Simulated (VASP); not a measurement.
# BeTe (F-43m) in VASP: settings compared

Aim: see how the results for BeTe move with the level of theory and the settings. Levels: LDA, PBEsol. Tasks: relaxation of cell and atoms.

All numbers are computed with VASP 6.6.1; they aren't measurements. Logs are shortened: lines on timing, memory, paths and dates and some standing lists are left out, and cuts for length are marked.

**1. The structure**

It takes space group F-43m (No. 216, cubic). The conventional cell has a = 5.540 Å, b = 5.540 Å, c = 5.540 Å, α = 90.00°, β = 90.00°, γ = 90.00°. Te (site symmetry -43m) has 4 Be at 2.40 Å as nearest neighbours. Be (site symmetry -43m) is surrounded by 4 Te at 2.40 Å.

**2. Relaxation of cell and atoms, LDA**

INCAR reads:

```
SYSTEM = BeTe
PREC = Accurate ; ENCUT = 600
EDIFF = 1E-6 ; ISMEAR = -1
SIGMA = 0.05 ; LREAL = .FALSE.
LASPH = .TRUE. ; NELM = 100
ALGO = Normal ; ISIF = 3
LWAVE = .FALSE. ; LCHARG = .FALSE.
IBRION = 2 ; NSW = 60
EDIFFG = -0.01
```

KPOINTS reads:

```
Automatic mesh
0
G
  8 8 8
  0 0 0
```

POSCAR reads:

```
BeTe
1.0
    0.0000000000      2.7700000000      2.7700000000
    2.7700000000      0.0000000000      2.7700000000
    2.7700000000      2.7700000000      0.0000000000
Te Be
1 1
Direct
    0.7500000000      0.7500000000      0.7500000000
    0.0000000000      0.0000000000      0.0000000000
```

Potentials or basis: VASP PAW LDA potentials, release 64 (Te, Be).

Launch:

```console
$ cat potpaw_LDA.64/Te/POTCAR potpaw_LDA.64/Be/POTCAR > POTCAR
$ mpirun -np 1 vasp_std > vasp.out
```

OUTCAR:

```text
SYSTEM = BeTe
   PREC = Accurate
   ENCUT = 600
   EDIFF = 1E-6
   ISMEAR = -1
   LREAL = .FALSE.
   LASPH = .TRUE.
   NELM = 100
   ISIF = 3
   IBRION = 2
   NSW = 60
   EDIFFG = -0.01

 ion  position               nearest neighbor table
   1  0.750  0.750  0.750-   2 2.40   2 2.40   2 2.40   2 2.40
   2  0.000  0.000  0.000-   1 2.40   1 2.40   1 2.40   1 2.40

  LATTYP: Found a face centered cubic cell.
 ALAT       =     5.5400000000

  Lattice vectors:

 A1 = (   0.0000000000,   2.7700000000,   2.7700000000)
 A2 = (   2.7700000000,   0.0000000000,   2.7700000000)
 A3 = (   2.7700000000,   2.7700000000,   0.0000000000)

Analysis of symmetry for initial positions (statically):
=====================================================================
 Subroutine PRICEL returns:
 Original cell was already a primitive cell.

 Routine SETGRP: Setting up the symmetry group for a
 face centered cubic supercell.

 Subroutine GETGRP returns: Found 24 space group operations
 (whereof 24 operations were pure point group operations)
 out of a pool of 48 trial point group operations.

The static configuration has the point symmetry T_d .

Analysis of symmetry for dynamics (positions and initial velocities):
=====================================================================
 Subroutine PRICEL returns:
 Original cell was already a primitive cell.

 Routine SETGRP: Setting up the symmetry group for a
 face centered cubic supercell.

 Subroutine GETGRP returns: Found 24 space group operations
 (whereof 24 operations were pure point group operations)
 out of a pool of 48 trial point group operations.

The dynamic configuration has the point symmetry T_d .

 Subroutine INISYM returns: Found 24 space group operations
 (whereof 24 operations are pure point group operations),
 and found     1 'primitive' translations

----------------------------------------------------------------------------------------

                                     Primitive cell

  volume of cell :      42.5079

  direct lattice vectors                    reciprocal lattice vectors
     0.000000000  2.770000000  2.770000000    -0.180505415  0.180505415  0.180505415
     2.770000000  0.000000000  2.770000000     0.180505415 -0.180505415  0.180505415
     2.770000000  2.770000000  0.000000000     0.180505415  0.180505415 -0.180505415

  length of vectors
     3.917371568  3.917371568  3.917371568     0.312644550  0.312644550  0.312644550

  position of ions in fractional coordinates (direct lattice)
     0.750000000  0.750000000  0.750000000
     0.000000000  0.000000000  0.000000000

  ion indices of the primitive-cell ions
   primitive index   ion index
                 1           1
                 2           2

----------------------------------------------------------------------------------------

 KPOINTS: Automatic mesh

Automatic generation of k-mesh.
 Grid dimensions read from file:
 generate k-points for:    8    8    8

 Generating k-lattice:

  Cartesian coordinates                     Fractional coordinates (reciprocal lattice)
    -0.022563177  0.022563177  0.022563177     0.125000000  0.000000000  0.000000000
     0.022563177 -0.022563177  0.022563177     0.000000000  0.125000000  0.000000000
     0.022563177  0.022563177 -0.022563177     0.000000000  0.000000000  0.125000000

  Length of vectors
     0.039080569  0.039080569  0.039080569

  Shift w.r.t. Gamma in fractional coordinates (k-lattice)
     0.000000000  0.000000000  0.000000000

 Subroutine IBZKPT returns following result:
 ===========================================

 Found     29 irreducible k-points:

 Following reciprocal coordinates:
            Coordinates               Weight
  0.000000  0.000000  0.000000      1.000000
  0.125000  0.000000  0.000000      8.000000
  0.250000  0.000000  0.000000      8.000000
  0.375000  0.000000  0.000000      8.000000
  0.500000  0.000000  0.000000      4.000000
  0.125000  0.125000  0.000000      6.000000
[... 16 lines left out ...]
  0.500000  0.250000  0.125000     48.000000
 -0.375000  0.250000  0.125000     24.000000
 [... further k-points ...]
   k-points           NKPTS =     29   k-points in BZ     NKDIM =     29   number of bands    NBANDS=      8
   number of dos      NEDOS =    301   number of ions     NIONS =      2
   total plane-waves  NPLWV =  32768
   dimension x,y,z NGX =    32 NGY =   32 NGZ =   32
   dimension x,y,z NGXF=    64 NGYF=   64 NGZF=   64
   ions per type =               1   1
   NGX,Y,Z   is equivalent  to a cutoff of  13.58, 13.58, 13.58 a.u.
   NGXF,Y,Z  is equivalent  to a cutoff of  27.16, 27.16, 27.16 a.u.
 SYSTEM =  BeTe
   PREC   = accura    normal or accurate (medium, high low for compatibility)
   ISTART =      0    job   : 0-new  1-cont  2-samecut
   ICHARG =      2    charge: 1-file 2-atom 10-const
   ISPIN  =      1    spin polarized calculation?
   LNONCOLLINEAR =      F non collinear calculations
   LSORBIT =      F    spin-orbit coupling
   LASPH  =      T    aspherical Exc in radial PAW
   ENCUT  =  600.0 eV  44.10 Ry    6.64 a.u.   7.82  7.82  7.82*2*pi/ulx,y,z
   NELM   =    100;   NELMIN=  2; NELMDL= -5     # of ELM steps
   EDIFF  = 0.1E-05   stopping-criterion for ELM
   LREAL  =      F    real-space projection
   EDIFFG = -.1E-01   stopping-criterion for IOM
   NSW    =     60    number of steps for IOM
   IBRION =      2    ionic relax: 0-MD 1-quasi-New 2-CG
   NFREE  =      1    steps in history (QN), initial steepest desc. (CG)
   ISIF   =      3    stress and relaxation
   ISYM   =      2    0-nonsym 1-usesym 2-fastsym
   POTIM  = 0.5000    time-step for ionic-motion
   TEBEG  =    0.0;   TEEND  =   0.0 temperature during run
   PSTRESS=    0.0 pullay stress
   NELECT =       8.0000    total number of electrons
   NUPDOWN=      -1.0000    fix difference up-down
   EMIN   =  10.00;   EMAX   =-10.00  energy-range for DOS
   EFERMI =   0.00;   METHOD = LEGACY
   ISMEAR =    -1;   SIGMA  =   0.05  broadening in eV -4-tet -1-fermi 0-gaus
   EFERMI_NEDOS =   21; number of points for ismear=-14 and -15
   IALGO  =     38    algorithm
   IMIX   =      4    mixing-type and parameters
     AMIX     =   0.40;   BMIX     =  1.00
     AMIX_MAG =   1.60;   BMIX_MAG =  1.00
  volume/ion in A,a.u.               =      21.25       143.43
  Fermi-wavevector in a.u.,A,eV,Ry     =   0.938170  1.772885 11.975354  0.880164
  Thomas-Fermi vector in A             =   2.065355
   LORBIT       =      0    0 simple, 1 ext, 2 COOP (PROOUT), +10 PAW based schemes
   GGA     = CA    functional components
   LHFCALC =     F    Hartree Fock is set to
   AEXX    =    0.0000 exact exchange contribution
   IVDW    =     0    specifies the selected vdW correction
   LEPSILON=     F    determine dielectric tensor
   LRPA    =     F    only Hartree local field effects (RPA)
 conjugate gradient relaxation of ions
 non-spin polarized calculation
  energy-cutoff  :      600.00
  volume of cell :       42.51
 maximum number of plane-waves:      1433
   NGX = 15   NGY = 15   NGZ = 15

--------------------------------------- Ionic step        1  -------------------------------------------

 number of electron       8.0000000 magnetization

 Free energy of the ion-electron system (eV)
  ---------------------------------------------------
  ext. energy  EPLUGINS =         0.00000000
  ---------------------------------------------------
  free energy    TOTEN  =        -8.72543235 eV

  energy without entropy =       -8.72543235  energy(sigma->0) =       -8.72543235

------------------------ aborting loop because EDIFF is reached ----------------------------------------

  FORCE on cell =-STRESS in cart. coord.  units (eV):
  Direction    XX          YY          ZZ          XY          YZ          ZX
  --------------------------------------------------------------------------------------
  -------------------------------------------------------------------------------------
  Total        0.2104341      0.2104341      0.2104341      0.0000000      0.0000000      0.0000000
  in kB        7.9315392      7.9315392      7.9315392      0.0000000      0.0000000      0.0000000
  external PRESSURE =       7.9315392 kB  Pullay stress =       0.0000000 kB

 VOLUME and BASIS-vectors are now :
 -----------------------------------------------------------------------------
  energy-cutoff  :      600.00
  volume of cell :       42.51
      direct lattice vectors                 reciprocal lattice vectors
     0.000000000  2.770000000  2.770000000    -0.180505415  0.180505415  0.180505415
     2.770000000  0.000000000  2.770000000     0.180505415 -0.180505415  0.180505415
     2.770000000  2.770000000  0.000000000     0.180505415  0.180505415 -0.180505415
[... 37 lines left out ...]
 POSITION                                       TOTAL-FORCE (eV/Angst)
 -----------------------------------------------------------------------------------
      4.17609      4.17609      4.17609        -0.000000     -0.000000     -0.000000
      0.00000      0.00000      0.00000         0.000000      0.000000      0.000000
 -----------------------------------------------------------------------------------
    total drift:                               -0.000000     -0.000000     -0.000000

  FREE ENERGIE OF THE ION-ELECTRON SYSTEM (eV)
  ---------------------------------------------------
  free  energy   TOTEN  =        -8.7266133768 eV

  energy  without entropy=       -8.7266133764  energy(sigma->0) =       -8.72661338

--------------------------------------- Ionic step        3  -------------------------------------------

 number of electron       8.0000000 magnetization

 Free energy of the ion-electron system (eV)
  ---------------------------------------------------
  ext. energy  EPLUGINS =         0.00000000
  ---------------------------------------------------
  free energy    TOTEN  =        -8.72669506 eV

  energy without entropy =       -8.72669506  energy(sigma->0) =       -8.72669506

 E-fermi :   6.2593     XC(G=0):  -9.4146

 val. band max:        5.3689100374   @ k =   0.0000   0.0000   0.0000
 cond. band min:       7.1494273368   @ k =   0.5000   0.5000   0.0000
 fundamental gap:      1.7805172994
 Fermi energy:         6.2593096846

 k-point     1 :       0.0000    0.0000    0.0000
  band No.  band energies     occupation
      1      -7.1992      2.00000
      2       5.3689      2.00000
      3       5.3689      2.00000
      4       5.3689      2.00000
      5       8.9219      0.00000
      6       8.9219      0.00000
      7       8.9219      0.00000
      8       9.3682      0.00000

 k-point     2 :       0.1250    0.0000    0.0000
  band No.  band energies     occupation
      1      -7.0443      2.00000
      2       4.0018      2.00000
      3       5.1173      2.00000
      4       5.1173      2.00000
      5       8.9177      0.00000
      6       9.2821      0.00000
      7       9.2821      0.00000
      8      10.6345      0.00000
[... 221 lines left out ...]
 k-point    23 :       0.5000    0.2500    0.1250
  band No.  band energies     occupation
      1      -5.7686      2.00000
      2       0.5686      2.00000
      3       2.4495      2.00000
      4       3.5892      2.00000
      5       9.3466      0.00000
      6      10.0553      0.00000
      7      11.2928      0.00000
      8      12.3294      0.00000

 k-point    24 :      -0.3750    0.2500    0.1250
  band No.  band energies     occupation
      1      -5.5180      2.00000
      2       0.0432      2.00000
      3       2.3437      2.00000
      4       3.3513      2.00000
      5       9.4908      0.00000
      6       9.7659      0.00000
      7      12.1027      0.00000
      8      13.1606      0.00000

 [... further k-points ...]

------------------------ aborting loop because EDIFF is reached ----------------------------------------

  FORCE on cell =-STRESS in cart. coord.  units (eV):
  Direction    XX          YY          ZZ          XY          YZ          ZX
  --------------------------------------------------------------------------------------
  -------------------------------------------------------------------------------------
  Total       -0.0009572     -0.0009572     -0.0009572      0.0000000     -0.0000000      0.0000000
  in kB       -0.0356425     -0.0356425     -0.0356425      0.0000000     -0.0000000      0.0000000
  external PRESSURE =      -0.0356425 kB  Pullay stress =       0.0000000 kB

 VOLUME and BASIS-vectors are now :
 -----------------------------------------------------------------------------
  energy-cutoff  :      600.00
  volume of cell :       43.03
      direct lattice vectors                 reciprocal lattice vectors
     0.000000000  2.781218281  2.781218281    -0.179777331  0.179777331  0.179777331
     2.781218281  0.000000000  2.781218281     0.179777331 -0.179777331  0.179777331
     2.781218281  2.781218281 -0.000000000     0.179777331  0.179777331 -0.179777331

 POSITION                                       TOTAL-FORCE (eV/Angst)
 -----------------------------------------------------------------------------------
      4.17183      4.17183      4.17183         0.000000      0.000000      0.000000
      0.00000      0.00000      0.00000        -0.000000     -0.000000     -0.000000
 -----------------------------------------------------------------------------------
    total drift:                               -0.000000     -0.000000     -0.000000

  FREE ENERGIE OF THE ION-ELECTRON SYSTEM (eV)
  ---------------------------------------------------
  free  energy   TOTEN  =        -8.7266950620 eV

  energy  without entropy=       -8.7266950616  energy(sigma->0) =       -8.72669506

 reached required accuracy - stopping structural energy minimisation
```

Run time: 9.6 s. Hardware: 1 thread of Intel Xeon 6975P-C (Granite Rapids), shared host; peak memory 0.15 GiB.

Results:

```
Free energy                            : -8.7267 eV
Relaxed volume                         : 21.51 Å³/atom
Relaxed cell                           : a = 3.933 Å, b = 3.933 Å, c = 3.933 Å, α = 60.00°, β = 60.00°, γ = 60.00°
Space group after relaxing (to 0.05 Å) : F-43m (No. 216)
Energy gained by relaxing              : 0.6 meV/atom
Ionic steps                            : 3
Pressure after relaxing                : 0.0 GPa
Band gap on the k mesh                 : 1.78 eV, indirect (least direct gap 3.55 eV)
```

Step by step:
```tsv
step	energy change (eV)	largest force (eV/Å)	pressure (GPa)	volume (Å³)
1	0.0000	0.0000	0.79	42.51
2	-0.0012	0.0000	-0.19	43.16
3	-0.0013	0.0000	0.00	43.03
```

Final structure:
```yaml
crystal:
  lattice:
    - [0.00000, 2.78122, 2.78122]
    - [2.78122, 0.00000, 2.78122]
    - [2.78122, 2.78122, 0.00000]
  atoms:
    - { symbol: Te, position: [0.75000, 0.75000, 0.75000] }
    - { symbol: Be, position: [0.00000, 0.00000, 0.00000] }
```

Caveat: spin-orbit coupling is left out, which moves the levels of the heavy elements.

**3. Relaxation of cell and atoms, PBEsol**

INCAR reads:

```
SYSTEM = BeTe
PREC = Accurate
ENCUT = 600
EDIFF = 1E-7
ISMEAR = -1
SIGMA = 0.05
LREAL = .False.
LASPH = .True.
NELM = 80
ALGO = Fast
ISIF = 3
LWAVE = .False.
LCHARG = .False.
GGA = PS
IBRION = 2
NSW = 60
EDIFFG = -0.005
```

KPOINTS reads:

```
regular mesh
0
Gamma
  8 8 8
  0 0 0
```

POSCAR is that of step 2.

Potentials or basis: VASP PAW PBE potentials, release 64 (Te, Be).

Launch:

```console
$ cat potpaw_PBE.64/Te/POTCAR potpaw_PBE.64/Be/POTCAR > POTCAR
$ mpirun -np 1 vasp_std > vasp.out
```

Wall time 18 s (1 thread of Intel Xeon 6975P-C (Granite Rapids), shared host); peak memory 0.18 GiB.

It converged, with:

```
Free energy                            : -8.2159 eV
Relaxed volume                         : 22.10 Å³/atom
Relaxed cell                           : a = 3.968 Å, b = 3.968 Å, c = 3.968 Å, α = 60.00°, β = 60.00°, γ = 60.00°
Space group after relaxing (to 0.05 Å) : F-43m (No. 216)
Energy gained by relaxing              : 6.5 meV/atom
Ionic steps                            : 3
Pressure after relaxing                : 0.0 GPa
Band gap on the k mesh                 : 1.83 eV, indirect (least direct gap 3.59 eV)
```

The path:
```tsv
step	energy change (eV)	largest force (eV/Å)	pressure (GPa)	volume (Å³)
1	0.0000	0.0000	2.54	42.51
2	-0.0122	0.0000	-0.55	44.61
3	-0.0129	0.0000	0.01	44.19
```

Final structure:
```
CELL_PARAMETERS angstrom
0.00000 2.80613 2.80613
2.80613 0.00000 2.80613
2.80613 2.80613 0.00000
ATOMIC_POSITIONS crystal
Te 0.75000 0.75000 0.75000
Be 0.00000 0.00000 0.00000
```

Levels at points of the mesh, in eV from the valence-band top:
```
           k point  band 1  band 2  band 3  band 4  band 5  band 6  band 7  band 8
(0.00, 0.00, 0.00)  -12.40    0.00    0.00    0.00    3.59    3.59    3.59    3.81
(0.50, 0.00, 0.00)  -11.03   -5.64   -1.15   -1.15    3.06    4.55    4.55    7.66
(0.50, 0.50, 0.00)  -10.52   -5.19   -2.70   -2.70    1.83    2.60    9.77    9.77
```

Caveat: the PAW data sets were made with another functional, which shifts forces and pressure a little; spin-orbit coupling is left out, which moves the levels of the heavy elements. A k mesh can miss the band edges.

**4. The reference run**

An earlier run on the cell as given: functional PBEsol; potentials or basis VASP PAW PBE potentials, release 64 (Te, Be); cutoff 520 eV; k mesh 8 × 8 × 8; occupations fermi-dirac, width 0.05 eV; no spin polarisation.

* Pressure: 2.5 GPa
* Band gap on the k mesh: 1.73 eV, indirect (least direct gap 3.55 eV)

**5. Summary**

```tsv
task	level	potentials or basis	cell	cutoff (eV)	ladder	gap on the mesh (eV)	pressure (GPa)	relaxed volume (Å³/atom)
relaxation of cell and atoms	LDA	VASP PAW LDA potentials, release 64 (Te, Be)	relaxed	600	-	1.78	0.0	21.51
relaxation of cell and atoms	PBEsol	VASP PAW PBE potentials, release 64 (Te, Be)	relaxed	600	-	1.83	0.0	22.10
single point	PBEsol	VASP PAW PBE potentials, release 64 (Te, Be)	as given	520	free	1.73	2.5	-
```

Alike in all rows: no spin polarisation; k mesh 8 × 8 × 8; smearing fermi-dirac 0.05 eV.

Caveats: spin-orbit coupling is left out, which moves the levels of the heavy elements; the PAW data sets were made with another functional, which shifts forces and pressure a little (some runs).

Absolute energies hang on the potentials; compare differences alone.
